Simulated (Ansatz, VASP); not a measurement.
# Two plane-wave programs on Si

```
CELL_PARAMETERS angstrom
2.54328 0.00000 0.00000
-1.27164 2.20254 0.00000
0.00000 0.00000 2.47076
ATOMIC_POSITIONS crystal
Si 0.00000 0.00000 0.00000
```

Change from the starting cell: strain -0.025 along x and y, +0.000 along z, atoms carried along.

Alike in both runs: task single point; functional LDA; k mesh 24 × 24 × 24; occupations gaussian, width 0.15 eV; no spin polarisation.

```csv
,VASP,Ansatz
version,VASP 6.6.1,Ansatz 0.2.0
potentials or method,"VASP PAW LDA potentials, release 64 (Si)","scalar-relativistic, plane waves, PAW"
plane-wave cutoff (eV),520,420
valence electrons in the cell,4,4
```

Ansatz gave:

| Quantity | Value |
| --- | --- |
| gap on the k mesh at the Fermi level (eV) | none |
| pressure (GPa) | 6.5 |
| largest component of the traceless stress (GPa) | 5.92 |

Problem. What did VASP give for the same quantities?

Solution. gap on the k mesh at the Fermi level (eV): none; pressure (GPa): 6.6; largest component of the traceless stress (GPa): 5.91.

A gap of «none» marks a metal or a gap that the smearing closes.
